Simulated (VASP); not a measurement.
Here is a VASP 6.6.1 calculation.

The input run.py:

```python
from ase.calculators.vasp import Vasp
from ase.dft.bandgap import bandgap
from ase.io import read

atoms = read('MnS.cif')
atoms.set_initial_magnetic_moments([4.0, 0.0])
calc = Vasp(
    directory='calc',
    xc='rpbe',
    pp='PBE',
    setups={'base': 'minimal', 'Mn': '_GW', 'S': '_GW'},
    prec='Accurate',
    encut=550,
    ediff=1e-06,
    ismear=0,
    sigma=0.02,
    lreal=False,
    lasph=True,
    nelm=150,
    algo='Normal',
    isif=2,
    lwave=False,
    lcharg=False,
    ispin=2,
    lorbit=11,
    lmaxmix=4,
    kpts=[9, 9, 9],
    gamma=True,
)
atoms.calc = calc

print('energy (eV):', atoms.get_potential_energy())
print('free energy (eV):', atoms.get_potential_energy(force_consistent=True))
print('forces (eV/A):')
print(atoms.get_forces())
print('stress (eV/A^3, Voigt):', atoms.get_stress())
print('Fermi level (eV):', calc.get_fermi_level())
print('moment (muB):', atoms.get_magnetic_moment())
print('site moments (muB):', atoms.get_magnetic_moments())
gap, top, bottom = bandgap(calc)
print('band gap (eV):', gap, 'from (spin, k, band)', top, 'to', bottom)
```

File MnS.cif:

```cif
data_MnS
_cell_length_a 3.68331922
_cell_length_b 3.68331922
_cell_length_c 3.68331922
_cell_angle_alpha 60.00000000
_cell_angle_beta 60.00000000
_cell_angle_gamma 60.00000000
_space_group_name_H-M_alt 'P1'
_space_group_name_Hall 'P 1'
_space_group_IT_number 1
loop_
_space_group_symop_operation_xyz
'x,y,z'
loop_
_atom_site_label
_atom_site_type_symbol
_atom_site_symmetry_multiplicity
_atom_site_Wyckoff_symbol
_atom_site_fract_x
_atom_site_fract_y
_atom_site_fract_z
_atom_site_occupancy
Mn1 Mn 1 a 0.0000000000 0.0000000000 0.0000000000 1
S1 S 1 a 0.5000000000 0.5000000000 0.5000000000 1
```

Potentials or basis: VASP PAW PBE potentials, release 64 (Mn_GW, S_GW).

Command:

```sh
$ python run.py
```

(1) What does it give for the site moments?

(2) Predict the net moment.

(3) Estimate the pressure.

Results:

(1) Mn +4.35; S +0.14 μB.

(2) 4.79 μB per cell.

(3) 0.6 GPa.

Caveat: the PAW data sets were made with another functional, which shifts forces and pressure a little; a cell with one magnetic atom can't hold antiferromagnetic order, which such compounds often take; semilocal functionals often make such compounds metallic where correlation or magnetic order opens a gap, which also shifts bond lengths.
